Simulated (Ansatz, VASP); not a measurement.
## NaF (Villiaumite): VASP beside Ansatz

File INCAR:

```
PREC = Accurate
ENCUT = 520
EDIFF = 1E-7
ISMEAR = -1
SIGMA = 0.05
LREAL = F
LASPH = T
NELM = 80
ALGO = Normal
ISIF = 2
LWAVE = F
LCHARG = F
GGA = PE
NBANDS = 14
```

Contents of KPOINTS:

```
Automatic mesh
0
Gamma
  10 10 10
```

The input POSCAR:

```
NaF
1.0
    0.0000000000      2.3655017480      2.3655017480
    2.3655017480      0.0000000000      2.3655017480
    2.3655017480      2.3655017480      0.0000000000
Na F
1 1
Direct
    0.0000000000      0.0000000000      0.0000000000
    0.5000000000      0.5000000000      0.5000000000
```

Contents of input.yaml:

```yaml
crystal:
  lattice:
    - [0.0, 2.365501748, 2.365501748]
    - [2.365501748, 0.0, 2.365501748]
    - [2.365501748, 2.365501748, 0.0]
  atoms:
    - { symbol: Na, position: [0.0, 0.0, 0.0] }
    - { symbol: F, position: [0.5, 0.5, 0.5] }
hamiltonian:
  xc: pbe
  pseudopotentials: { kind: paw }
kpoints:
  mp_grid: { grid: [10, 10, 10] }
scf:
  occupations: { method: fermi_dirac, width: 0.05 }
output:
  forces: true
  stress: true
  eigenvalues: true
```

Change from the starting cell: volume scaled by 1.06.

Alike in both runs: task single point; functional PBE; k mesh 10 × 10 × 10; occupations fermi-dirac, width 0.05 eV; no spin polarisation.

|  | VASP | Ansatz |
| --- | --- | --- |
| version | VASP 6.6.1 | Ansatz 0.2.0 |
| potentials or method | VASP PAW PBE potentials, release 64 (Na_pv, F) | Ansatz PAW |
| plane-wave cutoff (eV) | 520 | 420 |
| valence electrons in the cell | 14 | 16 |

|  | VASP | Ansatz | Ansatz less VASP |
| --- | --- | --- | --- |
| gap on the k mesh at the Fermi level (eV) | 5.98 | 5.99 | +0.015 |
| least direct gap on the mesh (eV) | 5.98 | 5.99 | +0.015 |
| pressure (GPa) | -1.0 | -0.8 | +0.15 |

With one functional, cell and mesh, what is left measures potentials, basis and numerics. The two sets of potentials don't hold the same shells in valence.

Caveats: the pressure holds a Pulay correction of +0.4 GPa for the finite cutoff (Ansatz). A k mesh can miss the band edges.
